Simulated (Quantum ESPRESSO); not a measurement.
# CoO under changes of volume

One of the cells (11.411 Å³/atom); the others are scaled copies at fixed shape and fractional positions:

```xyz
2
Lattice="1.6022 0.9250 2.5665 -1.6022 0.9250 2.5665 0.0000 -1.8501 2.5665" Properties=species:S:1:pos:R:3 pbc="T T T"
Co    0.0000    0.0000    7.6915
O     0.0000    0.0000    5.7824
```

Measurements of this composition are mostly on another form, of space group No. 225.

* Program: Quantum ESPRESSO 7.5
* Functional: PBEsol
* Potentials or basis: GBRV 1.5 PBEsol
* Cutoff: 762 eV
* Density cutoff: 6095 eV
* k mesh: 10 × 10 × 10
* Occupations: fermi-dirac, width 0.05 eV
* Spin: collinear spin, ferromagnetic start
* Starting moments: [2.0, 0.0] μB

```csv
volume (Å³/atom),energy over the lowest point (meV/atom),pressure (GPa),moment (μB per cell),largest force (eV/Å)
10.727,0.00,0.8,2.68,0.309
10.955,0.11,-1.8,2.79,0.279
11.183,3.97,-4.4,2.86,0.255
11.411,11.61,-6.9,2.91,0.236
11.640,22.84,-9.3,2.95,0.214
11.868,37.42,-11.5,2.97,0.192
12.096,?,?,?,?
```

What does the run at 12.096 Å³/atom give?

Energy over the lowest point 55.08 meV/atom; pressure -13.6 GPa; moment 2.99 μB per cell; largest force 0.173 eV/Å.

Worked out: A Birch-Murnaghan fit of order 3 (a polynomial in V^(-2/3)) to the other rows has its minimum at 10.84 Å³/atom with B0 = V·E''(V) = 130 GPa (rough, since the energies scatter) at fixed shape and positions, which overstates the stiffness. It gives 55.28 meV/atom at 12.096 Å³/atom, against the run's 55.08, and -dE/dV = -13.7 GPa, against -13.6. A parabola through the other rows of the moment, of slope -0.0648 μB per Å³/atom there, extrapolates to 2.96 μB, against the run's 2.99.

Energies are extrapolated to zero smearing.

Caveats: a cell with one magnetic atom can't hold antiferromagnetic order, which such compounds often take.
